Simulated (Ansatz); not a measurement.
**BeTe: how the settings move a relaxation**

Aim: see which settings change the result for BeTe, by how much, and at what cost.

The COD entry's cell or inner coordinates are ideal or old and differ from later refinements, so a difference from it is no clean test against experiment.

Computed with Ansatz 0.2.0 (reference: DFT, PBEsol, PAW with Ansatz's default frozen-core files, scalar-relativistic; relaxation of cell and atoms, unless a step's input says otherwise).

1 further run of the same task is left out (set aside as unsound or not needed).

### 1 The system as given

The structure is cubic, space group F-43m (No. 216). Conventional cell: a = 5.540 Å, b = 5.540 Å, c = 5.540 Å, α = 90.00°, β = 90.00°, γ = 90.00°. Be (site symmetry -43m) is surrounded by 4 Te at 2.40 Å. Te (site symmetry -43m) is surrounded by 4 Be at 2.40 Å.

Coordinates:

```
Be Te
1.0
     0.00000    2.77000    2.77000
     2.77000    0.00000    2.77000
     2.77000    2.77000    0.00000
Be Te
1 1
Direct
  0.00000 0.00000 0.00000
  0.75000 0.75000 0.75000
```

### 2 Reference

Contents of input.yaml:

```yaml
crystal:
  lattice:
    - [0.0, 2.77, 2.77]
    - [2.77, 0.0, 2.77]
    - [2.77, 2.77, 0.0]
  atoms:
    - { symbol: Be, position: [0.0, 0.0, 0.0] }
    - { symbol: Te, position: [0.75, 0.75, 0.75] }
kpoints:
  mp_grid: { grid: [14, 14, 14] }
scf:
  occupations: { method: fermi_dirac, width: 0.1 }
hamiltonian:
  xc: pbesol
  pseudopotentials: { kind: paw }
relax:
  f_tol: 0.002
  max_steps: 80
  cell: {}
output:
  forces: true
  stress: true
```

Started as:

```sh
ansatz run input.yaml --threads 1 --pin off --max-ram 2048MiB --backend cpu --events-out ev --progress --plain --runs-dir out
```

### 3 A run with other settings

Changes to input.yaml since step 2:

```diff
@@ -9,8 +9,9 @@
 kpoints:
-  mp_grid: { grid: [14, 14, 14] }
+  mp_grid: { grid: [8, 8, 8] }
 scf:
-  occupations: { method: fermi_dirac, width: 0.1 }
+  occupations: { method: fixed }
 hamiltonian:
   xc: pbesol
-  pseudopotentials: { kind: paw }
+  pseudopotentials: { kind: paw, source: jth }
+  dispersion: d4
 relax:
```

(Steps that only read results are left out.)

What does the calculation give? Wanted: for each run, ending; energy change.

**Answer**, as computed:

```
                                                                                            run     ending  energy change  cycles    time
                                                                                      reference  converged              -      20    12 s
1: mp_grid.grid [8, 8, 8], occupations.method fixed, pseudopotentials.source jth, dispersion d4    refused              -       -  0.03 s
```

What this shows: With the changed k-point mesh, smearing, potentials and dispersion term the run ends refused. The gap of the reference lacks spin-orbit coupling, though the cell holds Te. 1 of the 1 altered inputs did not end normally.
